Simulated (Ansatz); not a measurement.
## LiH: frozen-core PAW against all-electron methods

```
CELL_PARAMETERS angstrom
0.00000 2.14485 2.14485
2.14485 0.00000 2.14485
2.14485 2.14485 0.00000
ATOMIC_POSITIONS crystal
Li 0.00000 0.00000 0.00000
H 0.25000 0.25000 0.25000
```

Atoms are numbered in the order listed.

The structure comes from a relaxation in the same program, started in the zincblende type, and has space group F-43m. Whether it is a known phase or the ground state wasn't checked.

Levels of theory: DFT, PBE, PAW with Ansatz's default frozen-core files, scalar-relativistic (Ansatz 0.2.0); DFT, PBE, all-electron LAPW, scalar-relativistic (Ansatz 0.2.0).

For PAW: a Γ-centred 13×13×13 k mesh, Fermi–Dirac smearing of 0.05 eV, cutoff 420 eV, no spin polarisation. LAPW targets a basis error of 0.25 meV/atom. The Ansatz runs share mesh, smearing and spin set-up. Plane-wave (PAW) pressures include the program's estimate of the Pulay term.

Stress and pressure are positive in compression.

Levels count from the top of the valence band.

PAW results:

```json
{"quantity": "pressure (GPa)", "PAW": "-0.05"}
{"quantity": "band gap (eV)", "PAW": "4.196"}
{"quantity": "highest filled level at Γ (eV)", "PAW": "-3.711"}
{"quantity": "lowest empty level at Γ (eV)", "PAW": "13.064"}
{"quantity": "highest filled level at W (eV)", "PAW": "0.000"}
{"quantity": "lowest empty level at W (eV)", "PAW": "6.357"}
```

Question: What does all-electron LAPW give for the same quantities?

Answer: 
```tsv
quantity	LAPW
pressure (GPa)	-0.05
band gap (eV)	4.195
highest filled level at Γ (eV)	-3.708
lowest empty level at Γ (eV)	13.061
highest filled level at W (eV)	0.000
lowest empty level at W (eV)	6.356
```
